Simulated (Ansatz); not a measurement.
`CC(C)(C)[O][Zn][F]` + HBr → `[F][Zn][Br]` + tert-butanol  (ligand exchange at a Zn–O bond)

Isolated molecules relaxed with PBE0-D4/def2-TZVP in Ansatz; ΔE leaves out vibrations. CCSD(T)/CBS is the MP2 limit (def2-TZVPP, def2-QZVPP) plus CCSD(T) − MP2 in def2-TZVPP, frozen cores. Functionals use def2-TZVPP. HSE06 is defined as in plane-wave codes. For Br, Zn outer-core shells are correlated without core-valence functions, which leaves a few kJ/mol of doubt a bond. Scalar relativity is left out up to krypton. One conformer a species, not always the lowest.

`CC(C)(C)[O][Zn][F]`:

```xyz
16

C     0.489   -1.643    0.462
C     0.043   -0.252    0.031
C     1.245    0.580   -0.397
C    -0.699    0.440    1.168
O    -0.828   -0.445   -1.069
Zn   -1.597    0.903   -1.906
F    -2.414    2.144   -2.814
H    -0.378   -2.243    0.744
H     1.171   -1.591    1.314
H     0.998   -2.144   -0.363
H     1.966    0.699    0.416
H     0.929    1.584   -0.703
H     1.749    0.106   -1.241
H    -1.586   -0.134    1.442
H    -1.019    1.444    0.863
H    -0.070    0.552    2.054
```

HBr:

```xyz
2

Br    0.449   -0.494   -0.243
H    -0.449    0.494    0.243
```

`[F][Zn][Br]`:

Cartesian coordinates in Å:
```
F -1.178 1.005 1.098
Zn -0.097 0.083 0.090
Br 1.275 -1.087 -1.188
```

`CC(C)(C)O`:

Z-matrix (Å, degrees):
```
C
C 1 1.523
H 1 1.093 2 111.3
H 1 1.092 2 110.2 3 120.5
H 1 1.095 2 110.7 3 -119.7
C 2 1.517 1 110.8 3 -61.9
C 2 1.523 1 110.7 3 61.4
O 2 1.426 1 109.7 3 -177.5
H 6 1.092 2 110.2 1 -178.1
H 6 1.092 2 110.2 1 -58.7
H 6 1.092 2 110.8 1 61.6
H 7 1.093 2 111.3 1 -61.3
H 7 1.092 2 110.2 1 178.2
H 7 1.095 2 110.7 1 58.4
H 8 0.961 2 108.1 1 -60.8
```

```csv
level,ΔE (eV)
PBE,-1.10
HSE06,-1.24
HF/def2-QZVPP,-1.51
SCS-MP2/def2-QZVPP,-1.14
```

(1) What does CCSD(T)/CBS give? (Estimate.)

Largest T1 diagnostic among the species: 0.015.

## Answers

(1) Computed: -1.17 eV. The listed levels differ from it by 0.07, -0.07, -0.34, 0.03 eV.

In def2-TZVPP, CCSD(T) changes the Hartree–Fock value by +0.43 eV (the triples alone add +0.06 eV) and MP2 by +0.44 eV. From r2SCAN to r2SCAN0 (25 % exact exchange), in def2-TZVPP and without D4, ΔE moves by −0.13 eV. At CCSD(T), def2-SVP lies +0.15 eV from the extrapolated value and def2-TZVPP +0.10 eV.

CCSD(T)/CBS has its own doubt, a few kJ/mol and more with outer-core shells, so smaller differences from it don't rank the levels.
